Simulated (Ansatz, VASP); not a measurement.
TiB2: VASP beside Ansatz

```
Ti B
1.0
     3.00887    0.00000    0.00000
    -1.50443    2.60575    0.00000
     0.00000    0.00000    3.20673
Ti B
1 2
Cartesian
  0.0000 0.0000 0.0000
  0.0000 1.7372 1.6034
  1.5044 0.8686 1.6034
```

Alike in both runs: task single point; functional LDA; k mesh 11 × 11 × 9; no spin polarisation.

```csv
,VASP,Ansatz
version,VASP 6.6.1,Ansatz 0.2.0
potentials or method,"VASP PAW LDA potentials, release 64 (Ti_sv, B)","plane waves, PAW"
plane-wave cutoff (eV),520,517
occupations,"methfessel-paxton of order 1, width 0.15 eV","cold, width 0.15 eV"
valence electrons in the cell,18,18
```

```tsv
	VASP	Ansatz	Ansatz less VASP
pressure (GPa)	-5.8	-6.4	-0.58
largest component of the traceless stress (GPa)	1.92	1.80	-0.120
```

Ansatz warned: «structure_snapped_to_symmetry».
